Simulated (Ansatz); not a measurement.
## CuAu3 in Ansatz: the effect of target pressure

CuAu3:

```
Au Cu
1.0
     3.98000    0.00000    0.00000
     0.00000    3.98000    0.00000
     0.00000    0.00000    3.98000
Au Cu
3 1
Direct
  0.50000 0.50000 0.00000
  0.50000 0.00000 0.50000
  0.00000 0.50000 0.50000
  0.00000 0.00000 0.00000
```

Alike in all runs:

* Program: Ansatz 0.2.0
* Task: relaxation of cell and atoms
* Functional: PBEsol
* Potentials or basis: all-electron LAPW, scalar-relativistic
* Basis error allowed: 0.002 eV/atom
* k mesh: 7 × 7 × 7
* Occupations: fermi-dirac, width 0.05 eV
* Spin: no spin polarisation

Each run relaxes the cell or the atoms first.

| target pressure | relaxed volume (Å³/atom) |
| --- | --- |
| 0 GPa | 15.67 |
| 5 GPa | 15.26 |
| 10 GPa | 14.91 |
| 20 GPa | ? |
| 30 GPa | 13.87 |

What does the run with target pressure 20 GPa give?

Relaxed volume 14.33 Å³/atom.

Worked out: In Murnaghan's law V^(-B') rises as a straight line in P. The other rows fit best with B' = 5.2, V0 = 15.67 Å³/atom and B0 = 176 GPa, which gives 14.33 Å³/atom at 20 GPa, against the run's 14.33.
